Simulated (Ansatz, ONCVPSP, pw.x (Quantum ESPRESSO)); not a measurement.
pw.x on bcc Ni: one setting changed

Potential: optimised norm-conserving Vanderbilt (ONCV), ONCVPSP 4.0.1.1 (patched build), PBE; core [Ne], reference 3s2 3p6 3d8 4s2; waves: 3s+4s: rc 1.15 bohr, ncon 4, nbas 7, qcut 11.8 1/bohr, 2 projectors; 3p: rc 0.90 bohr, ncon 3, nbas 7, qcut 12.2 1/bohr, 2 projectors, debl 2.3 Ha; 3d: rc 1.30 bohr, ncon 4, nbas 9, qcut 11.9 1/bohr, 3 projectors, debl 2.3 Ha; local part: polynomial inside 0.65 bohr (lpopt 5, dvloc0 0 Ha); core correction: none. In the p channel the program set the typed energies aside and used -2.623, 0.250 Ha.

The reference run (k-mesh 16³, cutoffs 150/600 Ry, Fermi–Dirac 0.01 Ry, mixing_beta 0.4, conv_thr 1e-9, no spin) gives -0.30 GPa at 10.983 Å³/atom, where all-electron LAPW gives -0.48 GPa. This run, with its own iteration cap, changes smearing to mp.

```
&control
  calculation='scf', prefix='x', pseudo_dir='./', outdir='./tmp', tstress=.true., disk_io='none'
/
&system
  ibrav=0, nat=1, ntyp=1, ecutwfc=150, ecutrho=600, nbnd=17,
  occupations='smearing', smearing='mp', degauss=0.01
/
&electrons
  conv_thr=1e-09, mixing_beta=0.4, electron_maxstep=60
/
ATOMIC_SPECIES
Ni 1.0 Ni.UPF
CELL_PARAMETERS angstrom
  -1.40029756 1.40029756 1.40029756
  1.40029756 -1.40029756 1.40029756
  1.40029756 1.40029756 -1.40029756
ATOMIC_POSITIONS crystal
Ni 0.0000 0.0000 0.0000
K_POINTS automatic
16 16 16 0 0 0
```

```bash
pw.x < Ni.scf.in > Ni.scf.out
```

Problem. How does the run end?

Solution. It converges in 10 iterations; the free energy moves by +67.4 meV/atom and the pressure by -1.32 GPa. This scheme is built to cancel the term in the square of the width that Fermi–Dirac smearing leaves in the F of a metal.

```
Message from routine setup:
     using ibrav=0 with symmetry is DISCOURAGED, use correct ibrav instead
     lattice parameter (alat)  =       4.5833  a.u.
     unit-cell volume          =      74.1170 (a.u.)^3
     number of electrons       =        18.00
     number of Kohn-Sham states=           17
     kinetic-energy cutoff     =     150.0000  Ry
     charge density cutoff     =     600.0000  Ry
     scf convergence threshold =      1.0E-09
     Exchange-correlation= PBE
     number of k points=   145  Methfessel-Paxton smearing, width (Ry)=  0.0100
     iteration #  1     ecut=   150.00 Ry     beta= 0.40
     total energy              =    -335.21473889 Ry
     estimated scf accuracy    <       0.00697551 Ry
     iteration #  2     ecut=   150.00 Ry     beta= 0.40
     total energy              =    -335.21575470 Ry
     estimated scf accuracy    <       0.00311589 Ry
     iteration #  3     ecut=   150.00 Ry     beta= 0.40
     total energy              =    -335.21607351 Ry
     estimated scf accuracy    <       0.00046887 Ry
     iteration #  4     ecut=   150.00 Ry     beta= 0.40
     total energy              =    -335.21610185 Ry
     estimated scf accuracy    <       0.00000479 Ry
     iteration #  5     ecut=   150.00 Ry     beta= 0.40
     total energy              =    -335.21610133 Ry
     estimated scf accuracy    <       0.00000314 Ry
     iteration #  6     ecut=   150.00 Ry     beta= 0.40
     total energy              =    -335.21610220 Ry
     estimated scf accuracy    <       0.00000150 Ry
     iteration #  7     ecut=   150.00 Ry     beta= 0.40
     total energy              =    -335.21610202 Ry
     estimated scf accuracy    <       0.00000051 Ry
     iteration #  8     ecut=   150.00 Ry     beta= 0.40
     total energy              =    -335.21610211 Ry
     estimated scf accuracy    <          6.6E-09 Ry
     iteration #  9     ecut=   150.00 Ry     beta= 0.40
     total energy              =    -335.21610211 Ry
     estimated scf accuracy    <          1.0E-09 Ry
     iteration # 10     ecut=   150.00 Ry     beta= 0.40
     the Fermi energy is    17.7209 ev
!    total energy              =    -335.21610211 Ry
     estimated scf accuracy    <          3.9E-12 Ry
     smearing contrib. (-TS)   =      -0.00015470 Ry
     The total energy is F=E-TS. E is the sum of the following terms:
     one-electron contribution =    -180.49046291 Ry
     hartree contribution      =     101.47032813 Ry
     xc contribution           =     -33.40066337 Ry
     ewald contribution        =    -222.79514925 Ry
     convergence has been achieved in  10 iterations
          total   stress  (Ry/bohr**3)                   (kbar)     P=      -16.23
     Message from routine punch:
     Nothing written, as per user request (disk_io='none')
```

The run took about 64 s on one core of a shared host (Neoverse-V2, 32 threads, 247 GiB, load 9).
